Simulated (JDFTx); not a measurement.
Write the native input for JDFTx 1.7.0 (patched build) that does the following.

```
Task                                    : single point
Functional                              : PBE
Potentials or basis                     : PseudoDojo-SR-PBE-0.5-standard
Cutoff                                  : 1116 eV
Density cutoff                          : 8925 eV
k mesh                                  : 13 × 13 × 8
Occupations                             : fermi-dirac, width 0.05 eV
Spin                                    : no spin polarisation
Bands                                   : 9
Density cutoff over wavefunction cutoff : 8
Max SCF steps                           : 100
SCF threshold on the energy             : 1e-09 Ha
Solver of the electrons                 : scf
Further solve for the empty bands       : yes
```

The system is C.

```xyz
2
Lattice="2.1273 -1.2283 0.0000 2.1273 1.2283 0.0000 -1.3791 0.0000 3.5028" Properties=species:S:1:pos:R:3 pbc="T T T"
C    -0.6699    0.0000    3.5025
C     3.5455    0.0000    0.0003
```

This is a stacking variant of graphite.

The input as run:

C.in

```
lattice \
    4.0200527600     4.0200527600    -2.6060639092 \
   -2.3211174153     2.3211174153     0.0000000000 \
    0.0000000000     0.0000000000     6.6193895097
coords-type Lattice
ion C      0.1666444700     0.1666444700     0.9999069600 1
ion C      0.8333555300     0.8333555300     0.0000930400 1

ion-species pseudo/C.upf
elec-cutoff 41 328
elec-ex-corr gga-PBE
kpoint-folding 13 13 8
elec-smearing Fermi 0.0018374661
elec-n-bands 9
electronic-SCF nIterations 100 energyDiffThreshold 1e-09
electronic-minimize nIterations 30 energyDiffThreshold 1e-7
converge-empty-states yes
forces-output-coords Cartesian

dump-name run.$VAR
dump End Ecomponents EigStats BandEigs Kpoints Forces Stress
```

Potentials or basis: PseudoDojo-SR-PBE-0.5-standard.

Launch:

```sh
$ jdftx -c 1 -i C.in -o C.out
```

Results of the run:

```yaml
Pressure: 3.6 GPa
Largest_force: 0.005 eV/Å
Band_gap_on_the_k_mesh: 0.93 eV, indirect (least direct gap 0.94 eV)
```

Caveat: an odd mesh through Γ misses points on the zone boundary, where band edges often lie; this functional lacks dispersion, which binds the layers, so the pressure and a relaxed spacing across them are unreliable.

It took 3.8 min on 1 thread of Arm Neoverse V1, on a shared host, peak memory 0.26 GiB.
